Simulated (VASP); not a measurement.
Set up this calculation in VASP 6.6.1, as the native input.

```yaml
Task: relaxation of cell and atoms
Functional: PBEsol
Potentials_or_basis: VASP PAW PBE potentials, release 64 (Pb_d, S)
Cutoff: 600 eV
k_mesh: 10 × 10 × 10
Occupations: gaussian, width 0.02 eV
Spin: no spin polarisation
Further_INCAR_settings: ALGO = Normal; EDIFF = 1e-07; IBRION = 2; EDIFFG = -0.005; NSW = 90; ISIF = 3
```

The structure of PbS lies in POSCAR:

```
PbS
1.0
    0.0000000000      2.9880867000      2.9880867000
    2.9880867000      0.0000000000      2.9880867000
    2.9880867000      2.9880867000      0.0000000000
Pb S
1 1
Direct
    0.5000000000      0.5000000000      0.5000000000
    0.0000000000      0.0000000000      0.0000000000
```

The cell is a database's computed one.

These files were run (other wordings do the same):

INCAR

```
PREC = Accurate
ENCUT = 600
EDIFF = 1E-7
ISMEAR = 0
SIGMA = 0.02
LREAL = False
LASPH = True
NELM = 60
ALGO = Normal
ISIF = 3
LWAVE = False
LCHARG = False
GGA = PS
IBRION = 2
NSW = 90
EDIFFG = -0.005
```

KPOINTS

```
regular mesh
0
Gamma
  10 10 10
```

Potentials or basis: VASP PAW PBE potentials, release 64 (Pb_d, S).

The run is started by

```sh
$ cat potpaw_PBE.64/Pb_d/POTCAR potpaw_PBE.64/S/POTCAR > POTCAR
$ mpirun -np 1 vasp_std > vasp.out
```

Results of the run:

```yaml
Relaxed_volume: 25.72 Å³/atom
Relaxed_cell: a = 4.175 Å, b = 4.175 Å, c = 4.175 Å, α = 60.00°, β = 60.00°, γ = 60.00°
Space_group_after_relaxing_to_0.05_Å: Fm-3m (No. 225)
Energy_gained_by_relaxing: 6.3 meV/atom
Ionic_steps: 3
Pressure_after_relaxing: 0.0 GPa
Band_gap_on_the_k_mesh: 0.20 eV, direct
```

Caveat: the PAW data sets were made with another functional, which shifts forces and pressure a little; spin-orbit coupling is left out, which as a rule narrows the gap of such compounds by several tenths of an eV.

It took 59 s on 1 thread of AMD EPYC 9R45 96-Core Processor (Zen 5), on a shared host, peak memory 0.2 GiB.
